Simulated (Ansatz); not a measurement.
WC: competing structures

Level of theory: DFT r2SCAN, scalar-relativistic, plane waves, PAW in Ansatz. Settings: cutoff 500 eV, Γ-centred meshes no coarser than 0.19 Å⁻¹ for metals and 0.3 Å⁻¹ for insulators (2π included), Gaussian smearing.

Temperature and zero-point effects are left out. Only the structures computed here compete, so a lower one can exist. The k mesh leaves about 4 meV/atom of noise in metals. Spin–orbit coupling is left out. No run is spin-polarised.

| # | started from | space group | atoms | V (Å³/atom) | ΔE (meV/atom) | gap on mesh (eV) |
| --- | --- | --- | --- | --- | --- | --- |
| 1 | database cell | P-6m2 (No. 187) | 2 | 10.4 | 0 | 0.00 |
| 2 | database cell | Fm-3m (No. 225) | 2 | 10.4 | 493 | 0.00 |
| 3 | wurtzite type | P6_3mc (No. 186) | 4 | 12.5 | 643 | 0.00 |

The lowest structure: Space group P-6m2 (No. 187), hexagonal, a = 2.912 Å, c = 2.836 Å. W has 6 C at 2.20 Å; around C lie 6 W at 2.20 Å. Its energy against the elements is -0.18 eV/atom. Formation energies are uncorrected and refer to the lowest elemental structures computed at the same level.

```xyz
2
Lattice="2.9125 0.0000 0.0000 -1.4562 2.5223 0.0000 0.0000 0.0000 2.8357" Properties=species:S:1:pos:R:3 pbc="T T T"
W     0.0000    0.0000    0.0000
C     1.4562    0.8408    1.4178
```

The second: Space group Fm-3m (No. 225), cubic, a = 4.365 Å. Around W lie 6 C at 2.18 Å; C is coordinated by 6 W at 2.18 Å.